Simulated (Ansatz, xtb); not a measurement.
**C5H11N: which of two isomers lies lower**

We compare I, `[H]/N=C(\C)CCC`, a singlet, with II, `C1CCNCC1`, a singlet. Both are isolated molecules in the gas phase, relaxed with PBE-D3(BJ)/def2-SVP; the shapes shown needn't be the lowest conformers.

I (Å):

```xyz
17

C    -1.3489    0.6400    2.3424
C    -0.5713   -0.3271    1.4497
C     0.1938    0.3872    0.3205
C     1.0083   -0.5559   -0.5435
C     0.2321   -1.4052   -1.5286
N     2.2830   -0.5832   -0.3792
H    -1.8807    0.1070    3.1561
H    -0.6723    1.3829    2.8135
H    -2.1064    1.2064    1.7611
H    -1.2702   -1.0773    1.0187
H     0.1587   -0.9026    2.0589
H     0.8980    1.1222    0.7597
H    -0.5302    0.9467   -0.3138
H    -0.2830   -0.7602   -2.2723
H    -0.5630   -1.9875   -1.0176
H     0.8925   -2.1106   -2.0700
H     2.7002   -1.2854   -1.0185
```

II (Å):

| atom | x (Å) | y (Å) | z (Å) |
| --- | --- | --- | --- |
| C | -1.2492 | -0.0764 | 0.6729 |
| C | -0.2522 | -0.5920 | 1.7209 |
| C | -0.7074 | -1.9533 | 2.2774 |
| C | -1.9084 | -2.4771 | 0.2337 |
| C | -1.5030 | -1.1376 | -0.4078 |
| N | -0.9784 | -2.9610 | 1.2531 |
| H | -0.8915 | 0.8718 | 0.2196 |
| H | -2.2129 | 0.1634 | 1.1777 |
| H | 0.7509 | -0.7111 | 1.2508 |
| H | -0.1287 | 0.1425 | 2.5459 |
| H | -1.6455 | -1.8068 | 2.8620 |
| H | 0.0416 | -2.3596 | 2.9894 |
| H | -0.0938 | -3.2307 | 0.8024 |
| H | -2.0323 | -3.2641 | -0.5399 |
| H | -2.9055 | -2.3564 | 0.7178 |
| H | -0.5739 | -1.2890 | -1.0037 |
| H | -2.2839 | -0.7975 | -1.1218 |

Question: Estimate E(II) − E(I) at the level CCSD(T)/def2-SVP + ΔMP2/def2-TZVPP.

Answer: Calculated at CCSD(T)/def2-SVP + ΔMP2/def2-TZVPP: E(II) − E(I) = −12.1 kJ/mol, so structure II lies lower.

Level by level:

```
                             level             geometry  E(II) − E(I) (kJ/mol)  departure from the last row (kJ/mol)  job, with rough time for the two
                          GFN2-xTB             GFN2-xTB                   −77.4                                 −65.4               optimisation, 0.1 s
                         HF/STO-3G             GFN2-xTB                  −140.6                                −128.5              single point, 0.28 s
                r2SCAN-D4/def2-SVP             GFN2-xTB                   −29.9                                 −17.8               single point, 3.2 s
               PBE-D3(BJ)/def2-SVP  PBE-D3(BJ)/def2-SVP                   −27.7                                 −15.6                optimisation, 18 s
                       HF/def2-SVP  PBE-D3(BJ)/def2-SVP                   −15.0                                  −2.9           part of the CCSD(T) run
                      MP2/def2-SVP  PBE-D3(BJ)/def2-SVP                   −20.9                                  −8.8           part of the CCSD(T) run
                  CCSD(T)/def2-SVP  PBE-D3(BJ)/def2-SVP                   −14.6                                  −2.6                      single point
CCSD(T)/def2-SVP + ΔMP2/def2-TZVPP  PBE-D3(BJ)/def2-SVP                   −12.1                                                      single point, 56 s
```

As drawn, II has 2 C–N in place of 1 C=N. Structure I has no ring, II a 6-membered ring.

None of the levels shown reverses the order. The largest departure from CCSD(T)/def2-SVP + ΔMP2/def2-TZVPP is that of HF/STO-3G, 128.5 kJ/mol. A small imaginary or near-zero mode remains, so no thermal terms are given. The last row adds to CCSD(T) the change of the MP2 difference between the two basis sets, here +2.6 kJ/mol.

The correlated steps freeze 6 core orbitals. Run with Ansatz 0.2.0, xtb 6.7.1; the last row on 4 threads of Arm Neoverse V2 on a shared host.
